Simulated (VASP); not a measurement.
Here is a VASP 6.6.1 calculation.

INCAR

```
SYSTEM = Cu
PREC = Accurate
ENCUT = 520
EDIFF = 1E-6
ISMEAR = 0
SIGMA = 0.1
LREAL = Auto
LASPH = .TRUE.
NELM = 100
ALGO = Fast
ISIF = 2
LWAVE = .FALSE.
LCHARG = .FALSE.
GGA = PE
NBANDS = 174
```

The input KPOINTS:

```
Automatic mesh
0
G
  3 3 1
  0 0 0
```

The input POSCAR:

```
Cu
1.0
    7.7003928471      0.0000000000      0.0000000000
    0.0000000000      7.7003928471      0.0000000000
    0.0000000000      0.0000000000     15.6300000000
Cu
28
Direct
    0.0000000000      0.0000000000      0.3838771600
    0.3333333300      0.0000000000      0.3838771600
    0.6666666700      0.0000000000      0.3838771600
    0.0000000000      0.3333333300      0.3838771600
    0.3333333300      0.3333333300      0.3838771600
    0.6666666700      0.3333333300      0.3838771600
    0.0000000000      0.6666666700      0.3838771600
    0.3333333300      0.6666666700      0.3838771600
    0.6666666700      0.6666666700      0.3838771600
    0.1674024265      0.1673939316      0.4963839079
    0.4999925173      0.1678294500      0.4964116807
    0.8325719213      0.1674534776      0.4964293016
    0.1678158531      0.4999956532      0.4964055744
    0.4999765328      0.4999882500      0.4963408788
    0.8321279725      0.4999980838      0.4964303478
    0.1674346037      0.8325908665      0.4964073454
    0.4999949449      0.8321423924      0.4964241008
    0.8325490555      0.8325406372      0.4964500372
   -0.0000376407     -0.0000188574      0.6077194599
    0.3341298521     -0.0000127337      0.6090557020
    0.6658151281     -0.0000031498      0.6090814340
   -0.0000206961      0.3341431109      0.6090618873
    0.4997502266      0.4998769069      0.7116487035
    0.6694679890      0.3305385703      0.6116458251
   -0.0000111187      0.6658293220      0.6090748328
    0.3304944626      0.6695132254      0.6116154806
    0.6694320341      0.6694302430      0.6116736026
    0.3304366795      0.3304337427      0.6115821966
```

Potentials or basis: VASP PAW PBE potentials, release 64 (Cu).

Run with:

```bash
$ cat potpaw_PBE.64/Cu/POTCAR > POTCAR
$ mpirun -np 1 vasp_std > vasp.out
```

Q: Predict the largest force.

A: 0.041 eV/Å.

Q: Estimate the band gap on the k mesh.

A: None (metal or under the smearing width).

Forces on the atoms (eV/Å):
```
Cu  -0.002 -0.001  0.001
Cu  -0.001  0.000 -0.039
Cu   0.003  0.000 -0.037
Cu  -0.001 -0.002 -0.039
Cu  -0.014 -0.014 -0.001
Cu   0.014 -0.014  0.000
Cu  -0.001  0.002 -0.038
Cu  -0.014  0.014  0.000
Cu   0.014  0.014  0.000
Cu   0.000  0.001 -0.002
Cu   0.001  0.006 -0.006
Cu  -0.002 -0.001 -0.005
Cu   0.006  0.000 -0.005
Cu   0.001  0.000  0.004
Cu  -0.006  0.001 -0.007
Cu  -0.001 -0.002 -0.004
Cu   0.001 -0.006 -0.006
Cu  -0.001  0.000 -0.006
Cu   0.001  0.001  0.024
Cu   0.000  0.000  0.021
Cu   0.000  0.000  0.020
Cu   0.000  0.000  0.021
Cu   0.002  0.001  0.041
Cu   0.011 -0.013  0.010
Cu   0.000  0.000  0.020
Cu  -0.013  0.011  0.011
Cu   0.012  0.013  0.010
Cu  -0.011 -0.010  0.012
```
